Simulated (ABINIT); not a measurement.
Runs of ABINIT 10.8.3 (patched build) on Sb. Symmetry: P6_3/mmc, No. 194, hexagonal system. Conventional cell: a = 3.355 Å, b = 3.355 Å, c = 5.470 Å, α = 90.00°, β = 90.00°, γ = 120.00°. Sb (site symmetry -6m2) is surrounded by 12 Sb at 3.35 Å. This isn't the form of Sb at room conditions, which is rhombohedral.

| level | gap on the mesh (eV) | pressure (GPa) | relaxed volume (Å³/atom) |
| --- | --- | --- | --- |
| LDA | none | 0.0 | 25.64 |
| AM05 | none | 0.0 | (b) |
| PBEsol | none | 0.0 | 26.06 |
| RPBE | none | 0.0 | 27.96 |
| PBE | none | 0.0 | (a) |

Alike in all rows: task relaxation of cell and atoms; potentials or basis JTH PAW PBE v2.0; no spin polarisation; cell relaxed; k mesh 9 × 9 × 5; cutoff (eV) 517; smearing fermi-dirac 0.05 eV.

Question: Estimate the missing entries.

Answer: (a) 27.38; (b) 25.83.

Caveats: the PAW data sets were made with another functional, which shifts forces and pressure a little (some runs).

A k mesh can miss the band edges, and the runs leave out spin-orbit coupling on Sb.

A gap of «none» marks a metal or a gap under the smearing width.
